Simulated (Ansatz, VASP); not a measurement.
V in VASP and in Ansatz

```xyz
3
Lattice="4.4483 0.0000 0.0000 -2.2242 3.8524 0.0000 0.0000 0.0000 2.3685" Properties=species:S:1:pos:R:3 pbc="T T T"
V     2.2242    3.8524    0.0000
V     0.0000    2.5683    1.1843
V     2.2242    1.2841    1.1843
```

Alike in both runs: task single point; functional BLYP; k mesh 9 × 9 × 15; occupations fermi-dirac, width 0.1 eV; no spin polarisation.

```csv
,VASP,Ansatz
version,VASP 6.6.1,Ansatz 0.2.0
potentials or method,"VASP PAW PBE potentials, release 64 (V_sv)","plane waves (420 eV) with PAW, scalar-relativistic"
plane-wave cutoff (eV),520,420
valence electrons in the cell,39,39
```

|  | VASP | Ansatz | Ansatz less VASP |
| --- | --- | --- | --- |
| pressure (GPa) | 7.4 | 7.0 | -0.40 |
| largest component of the traceless stress (GPa) | 0.90 | 0.70 | -0.208 |

The functional is the same, so the differences come from potentials, cutoffs and numerics.

Caveats: the PAW data sets were made with another functional, which shifts forces and pressure a little (VASP).
